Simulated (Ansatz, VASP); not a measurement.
# Two plane-wave programs on NaI

```
I Na
1.0
     0.00000    3.25783    3.25783
     3.25783    0.00000    3.25783
     3.25783    3.25783    0.00000
I Na
1 1
Cartesian
  3.2578 3.2578 3.2578
  0.0000 0.0000 0.0000
```

Alike in both runs: task single point; functional LDA; k mesh 7 × 7 × 7; occupations fermi-dirac, width 0.05 eV; no spin polarisation.

|  | VASP | Ansatz |
| --- | --- | --- |
| version | VASP 6.6.1 | Ansatz 0.2.0 |
| potentials or method | VASP PAW LDA potentials, release 64 (I, Na_pv) | Ansatz PAW |
| plane-wave cutoff (eV) | 520 | 420 |
| valence electrons in the cell | 14 | 26 |

VASP gave:

| Quantity | Value |
| --- | --- |
| gap on the k mesh at the Fermi level (eV) | 3.29 |
| least direct gap on the mesh (eV) | 3.29 |
| pressure (GPa) | -1.9 |

Problem. Which values does Ansatz return?

Solution. gap on the k mesh at the Fermi level (eV): 3.28; least direct gap on the mesh (eV): 3.28; pressure (GPa): -1.9.

The two sets of potentials don't hold the same shells in valence.

Caveats: spin-orbit coupling is left out, which moves the levels of the heavy elements; odd divisions of the mesh miss points on the zone boundary, where band edges often lie, so the gap on the mesh can be too wide (Ansatz); the PAW data sets come from PBE, with cores solved anew for the run's functional, which leaves a small shift of forces and pressure (Ansatz). A hybrid or GW would open this gap; LDA tends to underestimate it.
